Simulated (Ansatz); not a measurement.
Runs of Ansatz 0.2.0 on Sn. Symmetry: I4/mmm, No. 139, tetragonal system. The conventional cell has a = 4.058 Å, b = 4.058 Å, c = 3.322 Å, α = 90.00°, β = 90.00°, γ = 90.00°. Sn (site symmetry 4/mmm) is surrounded by 10 Sn at 3.32 Å. This isn't the form of Sn at room conditions, which is tetragonal (white tin).

```csv
task,level,cell,k mesh,cutoff (eV),smearing,basis error allowed,mesh quality,gap on the mesh (eV),pressure (GPa)
single point,BLYP,as given,10 × 10 × 10,167,methfessel-paxton 0.1 eV,0.001 eV/atom,not flagged,none,(a)
relaxation of cell and atoms,PBE,relaxed,10 × 10 × 10,-,methfessel-paxton 0.2 eV,0.001 eV/atom,not flagged,-,0.0
single point,PBE,as given,4 × 4 × 4,145,fermi-dirac 0.02 eV,0.003 eV/atom,coarse,none,0.1
single point,PBEsol,as given,10 × 10 × 10,166,gaussian 0.05 eV,0.001 eV/atom,not flagged,none,-2.0
```

Alike in all rows: potentials or basis all-electron LAPW, scalar-relativistic; no spin polarisation.

Problem. Estimate the missing entries.

Solution. (a) 5.5.

Caveats: some runs use coarse meshes; the k mesh is thin for a metal, which can move the energy by tens of meV per atom (some runs).

A k mesh can miss the band edges, and the runs leave out spin-orbit coupling on Sn.

A gap of «none» marks a metal or a gap under the smearing width.
